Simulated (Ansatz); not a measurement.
# Zr2HC: the cost of one run

Method: DFT PBEsol, scalar-relativistic, plane waves, PAW, in Ansatz 0.2.0.

## Step 1: The structure to begin with

Symmetry: R-3m, No. 166, trigonal system. Conventional cell: a = 3.097 Å, b = 3.097 Å, c = 14.385 Å, α = 90.00°, β = 90.00°, γ = 120.00°. Ti (site symmetry 3m) is surrounded by 3 C at 2.11 Å and 3 H at 2.20 Å. Around H (site symmetry -3m) lie 6 Ti at 2.20 Å. Around C (site symmetry -3m) lie 6 Ti at 2.11 Å.

Coordinates:

```
CELL_PARAMETERS angstrom
1.54828 0.89390 4.79488
-1.54828 0.89390 4.79488
0.00000 -1.78780 4.79488
ATOMIC_POSITIONS crystal
Ti 0.75605 0.75605 0.75605
Ti 0.24395 0.24395 0.24395
H 0.00000 0.00000 0.00000
C 0.50000 0.50000 0.50000
```

The structure comes from the Materials Project (structure only).

## Step 2: Substitution of an element, cell strained: Ti → Zr, first probe

The change: Zr takes all sites of Ti, and lengths are scaled by 1.042 as a first guess of the size; strain xx, yy, zz, yz, xz, xy = -6.0, -6.0, +0.0, +0.0, +0.0, +0.0 %; atoms moved by 0.10 Å root mean square, at most 0.14 Å.

File input.yaml:

```yaml
crystal:
  lattice:
    - [1.516830813, 0.8757426782, 4.9973062314]
    - [-1.516830813, 0.8757426782, 4.9973062314]
    - [0.0, -1.7514853564, 4.9973062314]
  atoms:
    - { symbol: Zr, position: [0.7462226363, 0.7462226363, 0.7462226363] }
    - { symbol: Zr, position: [0.2537773637, 0.2537773637, 0.2537773637] }
    - { symbol: H, position: [0.0, 0.0, 0.0] }
    - { symbol: C, position: [0.5, 0.5, 0.5] }
basis:
  ecutwfc: 420
kpoints:
  mp_grid: { grid: [9, 9, 9] }
hamiltonian:
  xc: pbesol
scf:
  occupations: { method: gaussian, width: 0.1 }
output:
  forces: true
  stress: true
  eigenvalues: true
```

What time and memory should one allow on 1 thread of an Arm CPU, shared host?

About 3.5 s, with a peak of 0.34 GiB.
